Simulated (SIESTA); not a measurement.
CdS (Hawleyite), 2 atoms in the cell. The structure is cubic, space group F-43m (No. 216). Conventional cell: a = 5.833 Å, b = 5.833 Å, c = 5.833 Å, α = 90.00°, β = 90.00°, γ = 90.00°. Cd (site symmetry -43m) has 4 S at 2.53 Å as nearest neighbours. S (site symmetry -43m) is surrounded by 4 Cd at 2.53 Å. 

* Program: SIESTA 5.4.2
* Task: single point
* Functional: PBE
* Potentials or basis: PseudoDojo 0.4 standard (PBE files)
* Basis: DZP (energy shift 0.003 Ry; two zetas on semicore shells)
* Grid cutoff: 800 Ry
* Energy shift: 0.003 Ry
* k mesh: 8 × 8 × 8
* Occupations: fermi-dirac, width 0.05 eV
* Spin: no spin polarisation

Potentials or basis: PseudoDojo 0.4 standard (PBE files), DZP (energy shift 0.003 Ry; two zetas on semicore shells).

Command:

```sh
$ siesta CdS.fdf > CdS.out 2>&1
```

Hardware: 1 thread of Intel(R) Xeon(R) Processor @ 2.50GHz (Skylake/Cascade Lake) (shared host).

Question: How long does it take, and how much memory?

Answer: Wall time 83 s on 1 thread of Intel(R) Xeon(R) Processor @ 2.50GHz (Skylake/Cascade Lake) (shared host), peak memory 0.27 GiB. Counts: scf iterations 10, k points 296, bands 36.
